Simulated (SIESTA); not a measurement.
## GaN under changes of volume

One of the cells (9.735 Å³/atom); the others are scaled copies at fixed shape and fractional positions:

```
Ga N
1.0
     0.00000    2.13524    2.13524
     2.13524    0.00000    2.13524
     2.13524    2.13524    0.00000
Ga N
1 1
Direct
  0.00000 0.00000 0.00000
  0.50000 0.50000 0.50000
```

Measurements of this composition are mostly on another form, of space group No. 186.

* Program: SIESTA 5.4.2
* Functional: PBE
* Potentials or basis: SG15 1.2 (PBE files) or PseudoDojo by element
* Basis: TZDP (energy shift 0.005 Ry)
* Grid cutoff: 800 Ry
* Energy shift: 0.005 Ry
* k mesh: 11 × 11 × 11
* Occupations: fermi-dirac, width 0.05 eV
* Spin: no spin polarisation

```csv
volume (Å³/atom),energy over the lowest point (meV/atom),pressure (GPa),gap on the mesh (eV)
9.151,?,?,?
9.346,12.56,9.3,0.57
9.540,3.84,5.1,0.44
9.735,0.00,1.4,0.32
9.930,0.21,-1.5,0.21
10.124,3.66,-3.9,none
10.319,10.08,-6.4,none
```

**Question.** What does the run at 9.151 Å³/atom give?

**Answer.** Energy over the lowest point 26.32 meV/atom; pressure 13.8 GPa; gap on the mesh 0.70 eV.

Worked out: A Birch-Murnaghan fit of order 3 (a polynomial in V^(-2/3)) to the other rows has its minimum at 9.82 Å³/atom with B0 = V·E''(V) = 155 GPa (rough, since the energies scatter). It gives 27.02 meV/atom at 9.151 Å³/atom, against the run's 26.32, and -dE/dV = 14.5 GPa, against 13.8.

Energies are extrapolated to zero smearing.

Caveats: semicore shells carry a single zeta, which can move pressures by several GPa and volumes by a few percent; the basis of atomic orbitals isn't converged, which shifts pressures, moduli and gaps; an odd mesh through Γ misses points on the zone boundary, where band edges often lie (some runs). Spin-orbit coupling on Ga is left out.

A gap of «none» marks a metal or a gap under the smearing width.
